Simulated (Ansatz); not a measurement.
The reference is ZrO2 in the fluorite structure (space group Fm-3m, No. 225; a = 5.089 Å). Axes: x, y, z lie along the cube axes.

Calculations: r2SCAN/PAW in Ansatz (a program for electronic structure), spin-orbit coupling left out.

A first run, uniaxial strain ε_yy = −0.92 %, gives secant values C11 ≈ 580 GPa and C12 ≈ 110 GPa from its stress. A second run applies isotropic strain −2.13 %.

### Question
What does linear elasticity predict for the bulk modulus −ΔP/(ΔV/V₀) in the second run, and what does the run give?

### Answer
Linear elasticity: (C11 + 2 C12)/3 = 270 GPa. The run gives 300 GPa; any difference comes from nonlinear terms at these strains and numerical noise.

No phonon test of stability was made. This is not the structure that ZrO2 has at room temperature and ambient pressure.
